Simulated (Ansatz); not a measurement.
`B[Te]C` + `FC(F)F` → `C[Te]C(F)(F)F` + BH₃  (formal exchange of groups at a Te–B bond)

Gas-phase electronic energies from Ansatz, PBE0-D4/def2-TZVP geometries. CCSD(T)/CBS adds triple-zeta CCSD(T) − MP2 to the extrapolated MP2 energy (def2 sets, frozen cores). This one scheme is used for every species. Functionals use def2-TZVPP. B3LYP here is the variant with VWN-RPA as its local correlation; programs differ in this. HSE06 is defined as in plane-wave codes. Elements past krypton have def2 core potentials. For Te outer-core shells are correlated without core-valence functions, which leaves a few kJ/mol of doubt a bond.

```tsv
level	ΔE (kJ/mol)	difference from CCSD(T)/CBS
LDA (SPW92)	156.1	11.0
revPBE-D4	141.0	-4.1
BLYP-D4	132.0	-13.1
r2SCAN-D4	144.7	-0.4
B97M-V	144.9	-0.2
PBE0-D4	149.9	4.8
B3LYP-D4	136.8	-8.3
r2SCANh-D4	146.6	1.5
r2SCAN0-D4	149.3	4.2
HSE06-D4	150.4	5.3
BHLYP-D4	139.9	-5.2
CAM-B3LYP-D4	135.5	-9.6
ωB97X-V	133.9	-11.2
B2PLYP	145.6	0.5
PBE-QIDH	155.3	10.2
PBE	150.0	4.9
revPBE	148.3	3.2
BLYP	138.5	-6.6
r2SCAN	145.5	0.4
PBE0	152.6	7.5
B3LYP	141.8	-3.3
r2SCANh	147.5	2.4
r2SCAN0	150.3	5.2
HSE06	152.9	7.8
BHLYP	143.7	-1.4
CAM-B3LYP	138.3	-6.8
LC-ωPBE	142.5	-2.6
HF/def2-SVP	156.2	11.1
MP2/def2-SVP	161.4	16.3
CCSD(T)/def2-SVP	159.8	14.7
HF/def2-TZVPP	143.0	-2.1
MP2/def2-TZVPP	153.6	8.5
SCS-MP2/def2-TZVPP	146.3	1.2
CCSD/def2-TZVPP	149.3	4.2
CCSD(T)/def2-TZVPP	150.6	5.5
HF/def2-QZVPP	142.3	-2.8
MP2/def2-QZVPP	150.2	5.1
SCS-MP2/def2-QZVPP	143.6	-1.5
HF/CBS(def2)	142.2	-2.9
CCSD/CBS(def2)	143.7	-1.4
CCSD(T)/CBS	145.1	0
```

Largest T1 diagnostic among the species: 0.015.

From r2SCAN to r2SCAN0 (25 % exact exchange), in def2-TZVPP and without D4, ΔE moves by +4.8 kJ/mol. At CCSD(T), def2-SVP lies +14.7 kJ/mol from the extrapolated value and def2-TZVPP +5.5 kJ/mol.

CCSD(T)/CBS has its own doubt, a few kJ/mol and more with outer-core shells, so smaller differences from it don't rank the levels.
